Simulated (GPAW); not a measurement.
# NiO2 (P6_3/mmc) in GPAW: single point with LDA

Aim: the single point of NiO2 with LDA.

All numbers are computed with GPAW 26.7.0; they aren't measurements. Logs are shortened: lines on timing, memory, paths and dates and some standing lists are left out, and cuts for length are marked. The log counts tension as positive stress, the text compression.

### 1 The structure

Symmetry: P6_3/mmc, No. 194, hexagonal system. The conventional cell has a = 2.912 Å, b = 2.912 Å, c = 10.555 Å, α = 90.00°, β = 90.00°, γ = 120.00°. Ni (site symmetry -3m) is surrounded by 6 O at 1.93 Å. O (site symmetry 3m) is surrounded by 3 Ni at 1.93 Å.

The cell comes from a database or a generator and needn't be the stable form of this composition.

### 2 Single point, LDA, collinear spin, ferromagnetic start

The input, run.py:

```python
from ase import Atoms
from ase.dft.bandgap import bandgap
from ase.io import write
from ase.units import GPa
from gpaw import GPAW, PW

atoms = Atoms(['Ni', 'Ni', 'O', 'O', 'O', 'O'],
              cell=[[2.9121517351, 0.0, 0.0],
                    [-1.4560758676, 2.5219973823, 0.0],
                    [0.0, 0.0, 10.55527]],
              scaled_positions=[[0.0, 0.0, 0.5],
                                [0.0, 0.0, 0.0],
                                [0.3333333333, 0.6666666667, 0.589079],
                                [0.3333333333, 0.6666666667, 0.910921],
                                [0.6666666667, 0.3333333333, 0.410921],
                                [0.6666666667, 0.3333333333, 0.089079]],
              pbc=True)
atoms.set_initial_magnetic_moments([2.0, 2.0, 0.0, 0.0, 0.0, 0.0])

calc = GPAW(mode=PW(600),
            xc='LDA',
            kpts={'size': (8, 8, 2), 'gamma': True},
            occupations={'name': 'fermi-dirac', 'width': 0.05},
            nbands=48,
            maxiter=120,
            txt='gpaw.txt')
atoms.calc = calc
energy = atoms.get_potential_energy()
forces = atoms.get_forces()
stress = atoms.get_stress()
calc.write('gs.gpw')
write('result.traj', atoms)
print(f'Energy: {energy:.6f} eV')
print('Forces (eV/A):')
print(forces.round(4))
print('Stress (GPa):', (stress / GPa).round(3))
print('Moments:', calc.get_magnetic_moments().round(3))
print('Fermi level:', round(calc.get_fermi_level(), 4), 'eV')
print(f'Gap: {bandgap(calc)[0]:.4f} eV, direct: {bandgap(calc, direct=True)[0]:.4f} eV')
```

Potentials or basis: the program's PAW data sets (release 1.2.1) made for this functional, pw.

Started as:

```
$ OMP_NUM_THREADS=1 python run.py
```

gpaw.txt:

```text
__  _  _
 | _ |_)|_||  |
 |__||  | ||/\| - 26.7.0

Input parameters:
  mode=PW(ecut=600.0),
  kpts=MonkhorstPack(size=(8, 8, 2), gamma=True),
  maxiter=120,
  nbands=48,
  occupations=Occupations(name='fermi-dirac', width=0.05),
  xc=XC(name='LDA')

Diagonalizing LCAO Hamiltonian
Converting LCAO to pw mode

        O

        O

       Ni
           O

           O
       Ni

Atoms  # Å, Bohr magnetons
|   | symbol |         x |        y |        z |    initial magnetic moments |
|---|--------|-----------|----------|----------|-----------------------------|
| 0 |     Ni |  0.000000 | 0.000000 | 5.277635 | ( 0.0000,  0.0000,  2.0000) |
| 1 |     Ni |  0.000000 | 0.000000 | 0.000000 | ( 0.0000,  0.0000,  2.0000) |
| 2 |      O | -0.000000 | 1.681332 | 6.217888 | ( 0.0000,  0.0000,  0.0000) |
| 3 |      O | -0.000000 | 1.681332 | 9.615017 | ( 0.0000,  0.0000,  0.0000) |
| 4 |      O |  1.456076 | 0.840666 | 4.337382 | ( 0.0000,  0.0000,  0.0000) |
| 5 |      O |  1.456076 | 0.840666 | 0.940253 | ( 0.0000,  0.0000,  0.0000) |

Unit cell  # Å
| periodic |         x |        y |         z |   lengths |     angles |
|----------|-----------|----------|-----------|-----------|------------|
|      yes |  2.912152 | 0.000000 |  0.000000 |  2.912152 |  90.000000 |
|      yes | -1.456076 | 2.521997 |  0.000000 |  2.912152 |  90.000000 |
|      yes |  0.000000 | 0.000000 | 10.555270 | 10.555270 | 120.000000 |

Number of symmetries: 12
Symmetry operations  # r_c * U_cc + t_c -> r_c
|    | kind |            matrix            |
|----|------|------------------------------|
|  0 |  σ   |  1, 1, 0,  0,-1, 0,  0, 0, 1 |
|  1 |  S6  |  1, 1, 0, -1, 0, 0,  0, 0,-1 |
|  2 |  E   |  1, 0, 0,  0, 1, 0,  0, 0, 1 |
|  3 |  C2  |  1, 0, 0, -1,-1, 0,  0, 0,-1 |
|  4 |  C2  |  0, 1, 0,  1, 0, 0,  0, 0,-1 |
|  5 |  C3  |  0, 1, 0, -1,-1, 0,  0, 0, 1 |
|  6 |  S6  |  0,-1, 0,  1, 1, 0,  0, 0,-1 |
|  7 |  σ   |  0,-1, 0, -1, 0, 0,  0, 0, 1 |
|  8 |  σ   | -1, 0, 0,  1, 1, 0,  0, 0, 1 |
|  9 |  i   | -1, 0, 0,  0,-1, 0,  0, 0,-1 |
| 10 |  C3  | -1,-1, 0,  1, 0, 0,  0, 0, 1 |
| 11 |  C2  | -1,-1, 0,  0, 1, 0,  0, 0,-1 |

BZ-sampling:
  Number of BZ points: 128
  Number of IBZ points: 20

  Monkhorst-Pack size: [8, 8, 2]
  Monkhorst-Pack shift: [0.0625, 0.0625, 0.25]

K-points  # in reciprocal-cell coordinates
|     |                                coordinates |     weight |
|-----|--------------------------------------------|------------|
|   0 | (  0.00000000,   0.00000000,   0.00000000) | 0.00781250 |
|   1 | (  0.00000000,   0.00000000,   0.50000000) | 0.00781250 |
|   2 | (  0.12500000,   0.00000000,   0.00000000) | 0.04687500 |
|   3 | (  0.12500000,   0.00000000,   0.50000000) | 0.04687500 |
|   4 | (  0.25000000,  -0.12500000,   0.00000000) | 0.04687500 |
|   5 | (  0.25000000,  -0.12500000,   0.50000000) | 0.04687500 |
|   6 | (  0.25000000,   0.00000000,   0.00000000) | 0.04687500 |
|   7 | (  0.25000000,   0.00000000,   0.50000000) | 0.04687500 |
|   8 | (  0.37500000,  -0.12500000,   0.00000000) | 0.09375000 |
|   9 | (  0.37500000,  -0.12500000,   0.50000000) | 0.09375000 |
| ... |                                            |            |
|  19 | (  0.50000000,   0.50000000,   0.50000000) | 0.02343750 |

Plane wave coefficients: 2610
Cutoff: 600.0 eV

Spin-components: 2 (collinear spins)
Bands:           48
Projectors:      32
Spin-degeneracy: 1
Datatype:        complex128

Parallelization:
  kpt:    1
  domain: 1
  band:   1

Density:
  Valence electrons: 56.0
  Components: 2
  Grid points: [18 18 60]
  Charge: 0.0  # |e|

Potential:
  Grid points: [18 18 60]

species:
  Ni:
    name:    Nickel
    Z:       28.0
    valence: 16
    core:    12
    charge:  0.0  # [|e|]
    compensation charges:
      type: gauss
      rc: 0.36  # [Å]
      lmax: 2
    cutoffs:
      filter: 2.14  # [Å]
      core: 1.98  # [Å]
    projectors
    | kind |    occ | energy [eV] | rcut [Å] |
    |------|--------|-------------|----------|
    |   4s |  2.000 |      -5.858 |    1.164 |
    |   3p |  6.000 |     -71.266 |    1.207 |
    |   4p |  0.000 |      -1.338 |    1.207 |
    |   3d |  8.000 |      -9.141 |    1.138 |
    |    s |        |      21.353 |    1.164 |
    |    d |        |      18.071 |    1.138 |

    Using partial waves for Ni as LCAO basis

  O:
    name:    Oxygen
    Z:       8.0
    valence: 6
    core:    2
    charge:  0.0  # [|e|]
    compensation charges:
      type: gauss
      rc: 0.21  # [Å]
      lmax: 2
    cutoffs:
      filter: 1.17  # [Å]
      core: 0.83  # [Å]
    projectors
    | kind |    occ | energy [eV] | rcut [Å] |
    |------|--------|-------------|----------|
    |   2s |  2.000 |     -23.752 |    0.688 |
    |   2p |  4.000 |      -9.195 |    0.598 |
    |    s |        |       3.459 |    0.688 |
    |    p |        |      18.016 |    0.598 |
    |    d |        |       0.000 |    0.619 |

    Using partial waves for O as LCAO basis

Reference energy: -90712.824013  # eV

eigensolver:
  PPCG
  Converge bands: occupied
  niter=2

density mixing:
  MSR1-Mixer
  Pratt-step length: 0.05
  Maximum mixing coefficient: 0.75
  Old densities: 10
  SVD Regularization: 0.005
  Good broyden scale: 1.0
  Trust region scale: 1.0
  Backstep threshold: 4.0
  History deletion threshold: 6.0
  Fourier metric: weight=20.0, sigma=0.015

occupation numbers:
  Fermi-Dirac:
    width: 0.0500  # eV

poisson solver:
  ecut: 4800.0  # eV

xc functional:
  name: None

convergence criteria:
- Maximum [total energy] change in last 3 cyles: 0.0005 eV / valence electron
- Maximum integral of absolute [dens]ity change: 0.0001 electrons / valence electron
- Maximum integral of absolute [eigenst]ate change: 4e-08 eV^2 / valence electron
maximum number of iterations: 120

SCF iterations
|iter     | |      energy | eigst |  dens |  magmom |
|---------|-|-------------|-------|-------|---------|
|iter:   1| |  -45.060708 | +0.50 |       |  +4.0009|
|iter:   2| |  -43.730780 | -1.30 | -0.83 |  +3.8436|
|iter:   3| |  -43.388895 | -1.82 | -0.91 |  +2.3547|
|iter:   4| |  -43.805486 | -2.56 | -1.20 |  +0.5389|
|iter:   5| |  -43.844368 | -2.79 | -1.54 |  -0.1550|
|iter:   6| |  -43.891122 | -3.04 | -1.80 |  -0.1490|
|iter:   7| |  -43.821418 | -3.37 | -1.73 |  -0.1415|
|iter:   8| |  -43.830178 | -4.47 | -2.16 |  -0.0982|
|iter:   9| |  -43.832472c| -4.76 | -2.57 |  -0.0052|
|iter:  10| |  -43.832547c| -5.96 | -3.13 |  +0.0051|
|iter:  11| |  -43.832546c| -7.12 | -3.62 |  +0.0018|
|iter:  12| |  -43.832545c| -8.04c| -4.20c|  +0.0002|

Converged in 12 steps
Energy contributions relative to reference atoms: (reference = -90712.824013)

Energy contributions:
  Kinetic:           8.277249
  Coulomb:         -13.977333
  Zero:              0.498798
  External:          0.000000
  Xc:              -38.631245
  Entropy:          -0.000029
  Spinorbit:         0.000000
  ----------------------------
  Free energy:     -43.832560
  Extrapolated:    -43.832545

dipole moment: (-6.135816, -10.627544, -22.239616)  # |e|*Ang

Total magnetic moment: (0.000000, 0.000000, 0.000181)

Local magnetic moments
|        x |        y |         z |
|----------|----------|-----------|
| 0.000000 | 0.000000 | -0.000024 |  # Ni   0
| 0.000000 | 0.000000 | -0.000006 |  # Ni   1
| 0.000000 | 0.000000 |  0.000008 |  # O    2
| 0.000000 | 0.000000 |  0.000001 |  # O    3
| 0.000000 | 0.000000 |  0.000008 |  # O    4
| 0.000000 | 0.000000 |  0.000001 |  # O    5

Fermi level: 1.129
Eigenvalues  # (at kpt = [0.000, 0.000, 0.000])
| band index |      eig [eV] | occ [0-1] |      eig [eV] | occ [0-1] |
|------------|---------------|-----------|---------------|-----------|
|          0 |       -63.362 |     1.000 |       -63.362 |     1.000 |
|        ... |               |           |               |           |
|         20 |        -0.849 |     1.000 |        -0.849 |     1.000 |
|         21 |        -0.422 |     1.000 |        -0.422 |     1.000 |
|         22 |        -0.422 |     1.000 |        -0.422 |     1.000 |
|         23 |        -0.410 |     1.000 |        -0.410 |     1.000 |
|         24 |        -0.410 |     1.000 |        -0.410 |     1.000 |
|         25 |        -0.256 |     1.000 |        -0.256 |     1.000 |
[... 8 lines left out ...]
|         34 |         9.033 |     0.000 |         9.033 |     0.000 |
|         35 |        10.873 |     0.000 |        10.873 |     0.000 |
|        ... |               |           |               |           |
|         47 |        23.550 |     0.000 |        23.550 |     0.000 |

Gap: 0.868 eV
Transition (v -> c):
  (s=0, k=2, n=27, [0.12, 0.00, 0.00]) -> (s=1, k=6, n=28, [0.25, 0.00, 0.00])
Direct/indirect transitions are different
Direct gap: 1.099 eV
Transition at: (s=0->1, k=6, n=27, [0.25, 0.00, 0.00])

Forces  # eV/Ang
|        x |        y |        z |
|----------|----------|----------|
|  0.00000 | -0.00000 |  0.00000 |  # Ni   0
|  0.00000 | -0.00000 |  0.00000 |  # Ni   1
| -0.00000 | -0.00000 | -1.32717 |  # O    2
| -0.00000 | -0.00000 |  1.32758 |  # O    3
|  0.00000 | -0.00000 |  1.32717 |  # O    4
|  0.00000 |  0.00000 | -1.32758 |  # O    5

Stress tensor  # eV/Ang^3
|        x |        y |        z |
|----------|----------|----------|
| 0.170993 | 0.000000 | 0.000000 |
| 0.000000 | 0.170993 | 0.000000 |
| 0.000000 | 0.000000 | 0.100523 |

# Writing to gs.gpw (mode='')
```

Wall time 3.6 min (1 thread of Arm Neoverse N1, shared host); peak memory 0.26 GiB.

What came out:

* Free energy: -43.8326 eV
* Pressure: -23.6 GPa
* Largest force: 1.328 eV/Å
* Band gap on the k mesh: 0.87 eV, indirect (least direct gap 1.10 eV)
* Net moment: 0.00 μB per cell

Forces in eV/Å, atoms in the order of the input:
```
Ni   0.000  0.000  0.000
Ni   0.000  0.000  0.000
O    0.000  0.000 -1.327
O    0.000  0.000  1.328
O    0.000  0.000  1.327
O    0.000  0.000 -1.328
```

Stress tensor (GPa, compression positive):
```
-27.40   0.00   0.00
  0.00 -27.40   0.00
  0.00   0.00 -16.11
```

Levels at points of the mesh, in eV from the valence-band top:
Spin up:
```csv
k point,band 26,band 27,band 28,band 29,band 30,band 31
"(0.00, 0.00, 0.00)",-0.95,-0.20,-0.06,2.01,2.01,2.02
"(0.00, 0.00, 0.50)",-1.11,-0.12,-0.12,2.01,2.01,2.01
"(0.50, 0.50, 0.00)",-1.44,-0.97,-0.93,1.25,1.42,1.91
"(0.50, 0.50, 0.50)",-1.45,-0.95,-0.95,1.33,1.33,1.92
```
Spin down:
| k point | band 26 | band 27 | band 28 | band 29 | band 30 | band 31 |
| --- | --- | --- | --- | --- | --- | --- |
| (0.00, 0.00, 0.00) | -0.95 | -0.20 | -0.06 | 2.01 | 2.01 | 2.02 |
| (0.00, 0.00, 0.50) | -1.11 | -0.12 | -0.12 | 2.01 | 2.01 | 2.01 |
| (0.50, 0.50, 0.00) | -1.44 | -0.97 | -0.93 | 1.25 | 1.42 | 1.91 |
| (0.50, 0.50, 0.50) | -1.45 | -0.95 | -0.95 | 1.33 | 1.33 | 1.92 |

Caveat: the cutoff is short for stress and forces, so pressures can be off by a GPa or more; the starting moments collapsed, and a magnetic state may lie lower; the stock nickel data set gives pressures a few GPa off other programs; so large a pressure means that the cell lies far from this level's equilibrium, or that cutoff or potentials fall short. As with any semilocal functional, this LDA gap is likely too small.
